**Question**

An engineer needs the lattice constant $a$ of bcc tungsten for two jobs. The first is a density good to 1 %. The second is the strain of a thin film grown on tungsten, for which $a$ itself must be good to 0.1 %, or about 0.003 Å.

Lattice constant of bcc tungsten from Kohn-Sham DFT, with the rest volume fitted to energies at five or seven volumes. All runs use Fermi-Dirac smearing of 0.05 eV, without spin polarization or spin-orbit coupling. The measured value is 3.16047 Å (synchrotron XRD, bulk crystal, arXiv:2311.02034), from found values of 3.16047 to 3.16162 Å.

| program | functional | how the value is got | potentials or basis | wave cutoff (eV) | k-mesh | computed lattice constant (Å) | computed over measured, less one (%) |
| --- | --- | --- | --- | --- | --- | --- | --- |
| Quantum ESPRESSO 7.5 | LDA | from the rest volume of the fit | GBRV 1.5 LDA | 612.3 | 12x12x12 | 3.137 | -0.74 |
| ABINIT 10.8.3 (1) | PBEsol+D4 | from the rest volume of the fit | JTH PAW PBE v2.0 | 408.2 | 12x12x12 | 3.145 | -0.48 |
| ABINIT 10.8.3 (2) | revPBE+D3 | from the rest volume of the fit | JTH PAW PBE v2.0 | 435.4 | 12x12x12 | 3.147 | -0.43 |
| FLEUR MaX-R8.1 (later development tree) | SCAN | from the rest volume of the fit | all electron | n/a | 12x12x12 | 3.149 | -0.37 |
| GPAW 26.7.0 | PBEsol | from the rest volume of the fit | PAW data sets made by gpaw setup for the functional | 600.0 | 12x12x12 | 3.154 | -0.21 |
| ABINIT 10.8.3 (3) | PBE+D3(BJ) | from the rest volume of the fit | JTH PAW PBE v2.0 | 435.4 | 12x12x12 | 3.162 | 0.04 |
| ABINIT 10.8.3 (4) | PBE+D4 | from the rest volume of the fit | JTH PAW PBE v2.0 | 408.2 | 12x12x12 | 3.163 | 0.09 |
| ABINIT 10.8.3 (5) | BLYP | from the rest volume of the fit | JTH PAW PBE v2.0 | 408.2 | 12x12x12 | 3.221 | 1.92 |

(a) Which levels of theory serve for the density, and why do LDA, PBEsol and BLYP err as they do?

(b) Instead of fitting energies at several volumes, one may relax the cell until the computed stress vanishes. In the LDA run, the pressure from the stress lies 2.2 GPa below the pressure from the slope of the energy curve. The bulk modulus $B$ is 330 GPa. How far off would the relaxed lattice constant be, and what does the cure cost?

(c) Can the table pick a functional for the film?

**Model answer**

**(a)** Volume goes as $a^3$, so an error in $a$ counts three times in the density, and 1 % in density allows about 0.33 % in $a$. PBEsol without dispersion passes at −0.21 % from the measured value, as do the two PBE runs with dispersion. SCAN falls just outside, by less than the effect of vibration taken up in (c), and revPBE+D3 and PBEsol+D4 somewhat further. LDA makes the metal about 2 % too dense, and BLYP makes it between 5 and 6 % too light.

The reasons are best seen from two limits. The first is an electron density that varies slowly in space. LDA treats each point as part of a uniform gas and has no response to gradients. A gradient correction to exchange lowers the energy where the density is uneven, and stretching a crystal makes it more uneven, because the density thins out between the atoms. The correction therefore pushes the atoms apart; without it, LDA gives too short a lattice.

PBEsol gives exchange the gradient response that is right for slow variation, and this suits a dense solid. PBE makes the response nearly twice as strong, which suits free atoms better and lengthens the lattice further. The table agrees with the first step: PBEsol in GPAW lies 0.017 Å above LDA. Program and potentials change along with the functional there, so the direction of the step is safer than its exact size. That PBEsol still comes out a little short is partly no fault of the functional: the calculation leaves out vibration, as (c) explains.

The second limit is the perfectly uniform gas. LDA, PBE, PBEsol and SCAN reproduce it, but the LYP correlation in BLYP does not. That failure matters in a metal, whose valence electrons are spread through the whole crystal, and BLYP is known to bind metals too weakly. Its exchange part, B88, also responds to gradients at least as strongly as that of PBE, which lengthens the lattice too; the table cannot separate the two causes. Here BLYP gives a lattice 0.067 Å longer than PBEsol in GPAW and a bulk modulus 14 % lower. The BLYP run used potentials made for PBE, which may alter the size of the error.

**(b)** The bulk modulus says how much pressure a relative change of volume costs. Since a small relative change in volume is three times that in length, a false pressure $\delta P$ shifts the lattice constant by

$$\delta a = \frac{a\,\delta P}{3B} = \frac{3.137\ \text{Å}\times(-2.2\ \text{GPa})}{3\times 330\ \text{GPa}} \approx -0.007\ \text{Å}.$$

The relaxed cell would be too short by twice what the film job allows.

The usual source of such a false pressure is an incomplete set of plane waves. The stress is worked out for a fixed set of waves. When the cell stretches, these waves stretch too and describe the electrons less finely, so the energy rises and seems to pull the cell inward. In the limit of a complete basis this pull vanishes. The PBEsol run in GPAW is close to that limit, with a gap of only 0.03 GPa.

A cutoff in electronvolts is no guarantee by itself. The LDA run has a slightly higher cutoff than the GPAW run and yet a far larger gap, probably because each kind of potential has its own needs. The test is to raise the cutoff until stress and energy slope agree. The number of plane waves grows as the cutoff to the power 3/2, so going from 408 to 600 eV in the same cell, for example, gives 1.8 times as many, and the work grows at least about as much. The LDA run already lies above that range and would have to go higher still; how much higher, the table cannot tell. The cure that needs no higher cutoff is to fit energies at several volumes, as was done for the table; it costs one run per volume.

**(c)** No. PBE+D3(BJ) and PBE+D4 do meet the 0.1 % on paper. But the calculations hold the atoms still, whereas in the measured crystal they vibrate, and vibration stretches the lattice. A rough estimate puts this at a few thousandths of an ångström at room temperature, as much as the whole allowance. A perfect static calculation should therefore come out slightly below the measured value. Against the value listed here, that favours PBEsol over the two PBE runs. But the listed value lies at the low end of those found, and the usual room-temperature value is roughly five thousandths of an ångström higher, which would turn the preference round. The energies of the PBE+D4 and PBEsol+D4 runs also scatter about their fits over ten times more than those of PBE+D3(BJ), so their last digits are doubtful.

The close hit of PBE also rests on two opposing errors, as theory suggests. PBE alone is known to give too long a lattice for tungsten, and the dispersion term pulls it back. How strong that pull can be is seen with revPBE, which alone gives longer lattices than PBE but with D3 ends up 0.015 Å shorter than PBE+D3(BJ). Such terms mainly add up attractions between pairs of atoms and treat the screening by mobile electrons poorly, so a good sum is no sign of sound parts.

For the density, then, use PBEsol without a dispersion term. Even against the higher measured value it stays within the allowed error once the stretch by vibration is added. It costs about as much as LDA or PBE; SCAN costs somewhat more and brings no gain here. For the film, take a measured lattice constant, and choose it with care: one for the right temperature and a pure crystal, or best one measured on the substrate itself, since measured values can differ by more than the film job allows.

**Remarks on the reasoning**

A slip to avoid in (a) is to rank the levels by the last column alone. That puts PBE+D3(BJ) first and hides why it is there. An answer that starts from the two limits explains why LDA comes out short and why BLYP is suspect in a metal.

In (b), the rule can be checked against the runs themselves. It has no adjustable constant, and it was compared with the volume at which the printed stresses themselves pass through zero, in the five runs that print them; the worked LDA run is one of these. The two shifts agree within 0.001 Å, as the output below shows. In ångströms the match is poorest for BLYP, where the difference is still small beside the shift itself. In the GPAW run both shifts are so close to zero that comparing them says little. Since both shifts come from the same runs, this confirms the conversion from pressure to length, not the functional.

In (c), the point is to compare the step between two levels with everything else of the same size. The 0.067 Å between BLYP and PBEsol survives any such comparison. The 0.001 Å between PBE+D3(BJ) and PBE+D4 does not.

Numerical output:

```
Misfit and stiffness:
                                      row  computed less measured (Å)  equivalent pressure (GPa)  bulk modulus (GPa)
                     Quantum ESPRESSO 7.5                    -0.02347                     -7.323               329.9
                        ABINIT 10.8.3 (1)                    -0.01547                     -4.643               322.5
                        ABINIT 10.8.3 (2)                    -0.01347                     -4.233               328.2
  FLEUR MaX-R8.1 (later development tree)                    -0.01147                     -3.586               323.1
                              GPAW 26.7.0                    -0.00647                     -2.003               317.9
                        ABINIT 10.8.3 (3)                     0.00153                     0.3795               316.2
                        ABINIT 10.8.3 (4)                     0.00253                     0.8515               315.4
                        ABINIT 10.8.3 (5)                     0.06053                      15.66               271.8
LDA less PBEsol of GPAW (Å): -0.017
SCAN less PBEsol of GPAW (Å): -0.005
BLYP less PBEsol of GPAW (Å): 0.067
PBEsol+D4 of ABINIT less PBEsol of GPAW (Å): -0.009
PBE+D3(BJ) less revPBE+D3 (Å): 0.015
Range of all rows but BLYP (Å): 0.026
Spread of the measured values found (Å): 0.00115
BLYP bulk modulus against PBEsol of GPAW (%): -14.49
Change of length per GPa (Å): 0.003307
Stress less energy slope in LDA row (GPa): -2.204
Stress less energy slope in GPAW row (GPa): -0.03058
Shift if stress is trusted by the rule aP/3B for LDA revPBE+D3 PBEsol(GPAW) PBE+D3(BJ) BLYP (Å): Quantum ESPRESSO 7.5 -0.006987, ABINIT 10.8.3 (2) -0.003435, GPAW 26.7.0 -0.0001011, ABINIT 10.8.3 (3) -0.003562, ABINIT 10.8.3 (5) -0.007296
Shift if stress is trusted from zero of printed stresses in the same order (Å): Quantum ESPRESSO 7.5 -0.007, ABINIT 10.8.3 (2) -0.003424, GPAW 26.7.0 0.0001609, ABINIT 10.8.3 (3) -0.00334, ABINIT 10.8.3 (5) -0.006684
Rough stretch by zero-point motion (Å): 0.001834
Rough stretch by all vibration at 300 K (Å): 0.004478
Plane waves at 600 eV over those at the lowest cutoff: 1.782
```
